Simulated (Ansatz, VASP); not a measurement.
C: VASP beside Ansatz

```xyz
2
Lattice="2.0913 -1.2075 0.0000 2.0913 1.2075 0.0000 -1.3557 0.0000 3.4434" Properties=species:S:1:pos:R:3 pbc="T T T"
C     3.4854    0.0000    0.0003
C    -0.6586    0.0000    3.4431
```

This is a stacking variant of graphite.

Alike in both runs: task single point; functional LDA; k mesh 14 × 14 × 8; occupations fermi-dirac, width 0.1 eV; no spin polarisation.

```csv
,VASP,Ansatz
version,VASP 6.6.1,Ansatz 0.2.0
potentials or method,"VASP PAW LDA potentials, release 64 (C)","plane waves, PAW"
plane-wave cutoff (eV),520,463
valence electrons in the cell,8,8
```

```csv
,VASP,Ansatz,Ansatz less VASP
pressure (GPa),11.5,10.8,-0.77
largest component of the traceless stress (GPa),12.53,11.61,-0.921
```
